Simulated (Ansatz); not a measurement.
Au:

```
Au
1.0
     2.74841    0.00000    0.00000
     0.00000    2.74841    0.00000
     0.00000    0.00000    2.74841
Au
1
Cartesian
  1.3742 1.3742 1.3742
```

The cell was built by a generator and needn't be a form met in nature.

```yaml
Program: Ansatz 0.2.0
Task: relaxation of cell and atoms
Functional: PBEsol
Dispersion: D3(BJ)
Potentials_or_basis: Ansatz PAW
Cutoff: "420 eV (not typed: the program's choice for these potentials)"
k_mesh: 10 × 10 × 10
Occupations: fermi-dirac, width 0.05 eV
Spin: no spin polarisation
```

At the start: volume 20.76 Å³/atom.

Problem. How do energy, volume and symmetry change on relaxing?

Solution. It ends after 6 steps and the volume is 18.87 Å³/atom (-9.1 %); space group Pm-3m (No. 221, to 0.05 Å).

The path:
```csv
step,energy change (eV),largest force (eV/Å),volume (Å³)
1,0.0000,0.0000,20.76
2,-0.0413,0.0000,17.87
3,-0.0671,0.0000,19.14
4,-0.0689,0.0000,18.90
5,-0.0689,0.0000,18.87
6,-0.0683,0.0000,18.87
```

Final structure:
```cif
data_structure
_symmetry_space_group_name_H-M 'P 1'
_symmetry_Int_Tables_number 1
_cell_length_a 2.6623
_cell_length_b 2.6623
_cell_length_c 2.6623
_cell_angle_alpha 90.000
_cell_angle_beta 90.000
_cell_angle_gamma 90.000
_cell_volume 18.87
loop_
_atom_site_label
_atom_site_type_symbol
_atom_site_fract_x
_atom_site_fract_y
_atom_site_fract_z
_atom_site_occupancy
Au1 Au 0.50000 0.50000 0.50000 1
```

Caveat: the plane-wave basis is chosen anew once the cell has moved, so the energies of steps on either side of that aren't comparable; pairwise dispersion overbinds metals, which lowers pressure and volume; the PAW data sets come from PBE, with cores solved anew for the run's functional, which leaves a small shift of forces and pressure.
